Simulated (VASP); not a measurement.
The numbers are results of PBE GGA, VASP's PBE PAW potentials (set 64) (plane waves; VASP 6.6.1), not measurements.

The input files of a VASP run:

**INCAR**
```
SYSTEM = Li2O
PREC = Accurate; ENCUT = 520; LREAL = F
LASPH = T; NELECT = 11.5
EDIFF = 1E-6; NELM = 100; ALGO = Normal
ISMEAR = 0; SIGMA = 0.05
GGA = PE
ISIF = 2
LWAVE = F; LCHARG = F
```

POSCAR:
```
Li2O
1
    0.0000000000     2.3562000000     2.3562000000
    2.3562000000     0.0000000000     2.3562000000
    2.3562000000     2.3562000000     0.0000000000
Li O
2 1
Direct
  0.2500000000   0.2500000000   0.2500000000
  0.7500000000   0.7500000000   0.7500000000
  0.0000000000   0.0000000000   0.0000000000
```

**KPOINTS**
```
Automatic mesh
0
Gamma
7 7 7
0 0 0
```

POTCAR, in this order: Li_sv O (PBE.64 set). Program: vasp_std.

The resulting files:

**OSZICAR**
```
       N       E                     dE             d eps       ncg     rms          rms(c)
DAV:   1     0.394777925473E+02    0.39478E+02   -0.53146E+03   400   0.113E+03
DAV:   2    -0.954832889323E+01   -0.49026E+02   -0.47838E+02   458   0.232E+02
DAV:   3    -0.148823779825E+02   -0.53340E+01   -0.52306E+01   724   0.587E+01
DAV:   4    -0.150299268109E+02   -0.14755E+00   -0.14685E+00   486   0.848E+00
DAV:   5    -0.150316189858E+02   -0.16922E-02   -0.16921E-02   592   0.846E-01    0.469E+00
DAV:   6    -0.145790263547E+02    0.45259E+00   -0.25552E+00   402   0.106E+01    0.165E+00
DAV:   7    -0.145757158894E+02    0.33105E-02   -0.49947E-02   464   0.212E+00    0.105E+00
DAV:   8    -0.145856788279E+02   -0.99629E-02   -0.38888E-02   502   0.207E+00    0.245E-01
DAV:   9    -0.145856637193E+02    0.15109E-04   -0.75693E-03   492   0.728E-01    0.105E-01
DAV:  10    -0.145860179114E+02   -0.35419E-03   -0.18971E-03   424   0.298E-01    0.291E-02
DAV:  11    -0.145860148761E+02    0.30353E-05   -0.96507E-05   468   0.799E-02    0.145E-02
DAV:  12    -0.145860152574E+02   -0.38129E-06   -0.35031E-05   464   0.420E-02    0.540E-03
DAV:  13    -0.145860145920E+02    0.66536E-06   -0.67767E-06   440   0.172E-02
   1 F= -.14586015E+02 E0= -.14583787E+02  d E =-.445508E-02
```

**OUTCAR**
```
------------------------ aborting loop because EDIFF is reached ----------------------------------------
  FORCE on cell =-STRESS in cart. coord.  units (eV):
  Direction    XX          YY          ZZ          XY          YZ          ZX
  --------------------------------------------------------------------------------------
  Total       -2.9435189     -2.9435189     -2.9435189     -0.0000000     -0.0000000      0.0000000
  in kB     -180.2648110   -180.2648110   -180.2648110     -0.0000000     -0.0000000      0.0000000
  external PRESSURE =    -180.2648110 kB  Pullay stress =       0.0000000 kB
  volume of cell :       26.16
      direct lattice vectors                 reciprocal lattice vectors
     0.000000000  2.356200000  2.356200000    -0.212206095  0.212206095  0.212206095
     2.356200000  0.000000000  2.356200000     0.212206095 -0.212206095  0.212206095
     2.356200000  2.356200000  0.000000000     0.212206095  0.212206095 -0.212206095
 POSITION                                       TOTAL-FORCE (eV/Angst)
 -----------------------------------------------------------------------------------
      1.17810      1.17810      1.17810         0.000000      0.000000      0.000000
      3.53430      3.53430      3.53430        -0.000000     -0.000000     -0.000000
      0.00000      0.00000      0.00000        -0.000000      0.000000     -0.000000
 -----------------------------------------------------------------------------------
    total drift:                                0.000000      0.000000      0.000000
  FREE ENERGIE OF THE ION-ELECTRON SYSTEM (eV)
  ---------------------------------------------------
  free  energy   TOTEN  =       -14.5860145920 eV

  energy  without entropy=      -14.5815595155  energy(sigma->0) =      -14.58378705
```
(Selected blocks of OUTCAR.)

The cell is charged, with a uniform compensating background.

The compound is Li2O in the antifluorite structure. The cell was not relaxed at this level. The k-mesh is coarse (spacing up to 0.33 per Å, 2π included), so the numbers may not be converged in it. The run is one of a series of settings (NELECT = 11.5 against the base run), some of them coarse on purpose.
